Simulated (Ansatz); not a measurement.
# TaN: rattling a relaxed structure

The cell was relaxed from a distorted copy of a database structure.

The calculation used DFT PBE, scalar-relativistic, plane waves, PAW in Ansatz 0.2.0. Plane waves to 420 eV, a k mesh through Γ of 24×24×24 on the computed 2-atom cell and Gaussian smearing (0.10 eV); no spin polarisation.

The cell below (2 atoms, space group Fm-3m (No. 225)) is relaxed within its symmetry.

```xyz
2
Lattice="1.5618 0.9017 2.5498 -1.5618 0.9017 2.5498 0.0000 -1.8034 2.5498" Properties=species:S:1:pos:R:3 pbc="T T T"
Ta    0.0000    0.0000    0.0000
N     0.0000    0.0000    3.8247
```

For the test a repeat of it with 4 atoms (edges 3.12, 3.12, 5.41 Å) was strained at random (σ = 1.5 % a component), the atoms were moved at random (σ = 0.15 Å), and all was relaxed again on a coarse 8×8×8 mesh (in the run’s order of axes) with 0.20 eV smearing, with no symmetry imposed.

Spin–orbit coupling, which can matter for Ta, is left out.

Problem. What happens?

Solution. It returns, within 1 meV/atom of the unmoved cell on that mesh and with the same symmetry when read at 0.1 Å (R-3m at 0.01 Å, so small strains and shifts remain). No instability shows in this cell; modes of other wave vectors, which need another repeat, aren't tested.
